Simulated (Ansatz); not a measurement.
ScAl₃ films: biaxial stress and wafer bow

Plane-wave DFT in Ansatz, PBEsol, scalar-relativistic PAW potentials, cutoff 420 eV, no spin-orbit coupling; no spin polarisation. ScAl₃ in space group Pm-3m, which needn't be the usual phase of this composition, strained equally along a and b of the conventional cell, with c and the atoms relaxed within the symmetry (a film with c along the normal). Stress is the in-plane mean, tension positive.

| strain (%) | stress (GPa) | E − E(0) (meV/atom) |
| --- | --- | --- |
| -6.0 | ? | 97.4 |
| -4.0 | -10.48 | 41.1 |
| -2.0 | -4.79 | 9.8 |
| +0.0 | -0.03 | 0.0 |
| +2.0 | 3.88 | 8.5 |
| +4.0 | 6.93 | 32.0 |
| +6.0 | 9.26 | 67.2 |

Task: Fit the stress, get the biaxial modulus and predict the missing row.

Result: A parabola through the given rows is σ = -0.05 + 2.179 ε -0.1055 ε² GPa (ε in %), so M = dσ/dε = 218 GPa at zero. It predicts -16.92 GPa at -6.0 %; the run gave -17.17 GPa. The miss is 0.25 GPa, so the fit holds even one step beyond its range. The negative square term means that the film is stiffer in compression than in tension. The energies check it: E/V = Mε² at small strain, and a cubic fit with V = 16.87 Å³/atom gives M = 217 GPa, in agreement.

Task: How much does a 50 nm film at +0.5 % strain bow a 300 mm Si(001) wafer 775 μm thick?

Result: The fit, without its small constant, gives σ = 1.06 GPa. Stoney's formula, κ = 6σt_f/(M_s t_s²) with M_s = 180.5 GPa for Si(001) (literature), gives |κ| = 2.93×10⁻³ m⁻¹ and a bow κr²/2 = 33.0 μm at r = 150 mm, with the film side concave (tension pulls the edges up). This assumes a single-crystal or fully textured, unrelaxed film at 0 K.

The cell has no gap in any row, so the stresses hang on mesh and smearing.

Cost: about 5.6 core-minutes for the runs cited, on Arm Neoverse V2 (shared hosts).